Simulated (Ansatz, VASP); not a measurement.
Al2Au: VASP beside Ansatz

```
Au Al
1.0
     0.00000    2.97987    2.97987
     2.97987    0.00000    2.97987
     2.97987    2.97987    0.00000
Au Al
1 2
Direct
  0.00000 0.00000 0.00000
  0.75000 0.75000 0.75000
  0.25000 0.25000 0.25000
```

Change from the starting cell: a relaxed cell with its volume scaled by 0.98.

Alike in both runs: task single point; functional PBEsol; k mesh 8 × 8 × 8; occupations fermi-dirac, width 0.05 eV; no spin polarisation.

|  | VASP | Ansatz |
| --- | --- | --- |
| version | VASP 6.6.1 | Ansatz 0.2.0 |
| potentials or method | VASP PAW PBE potentials, release 64 (Au, Al) | Ansatz PAW |
| plane-wave cutoff (eV) | 520 | 420 |
| valence electrons in the cell | 17 | 25 |

|  | VASP | Ansatz | Ansatz less VASP |
| --- | --- | --- | --- |
| gap on the k mesh at the Fermi level (eV) | none | none | - |
| pressure (GPa) | 2.3 | 2.5 | +0.17 |

A gap of «none» marks a metal or a gap that the smearing closes. The functional is the same, so the differences come from potentials, cutoffs and numerics. The two sets of potentials don't hold the same shells in valence.

Caveats: the PAW data sets were made with another functional, which shifts forces and pressure a little (VASP); the PAW data sets come from PBE, with cores solved anew for the run's functional, which leaves a small shift of forces and pressure (Ansatz). The runs have no spin-orbit coupling, so splittings on Au are missing.
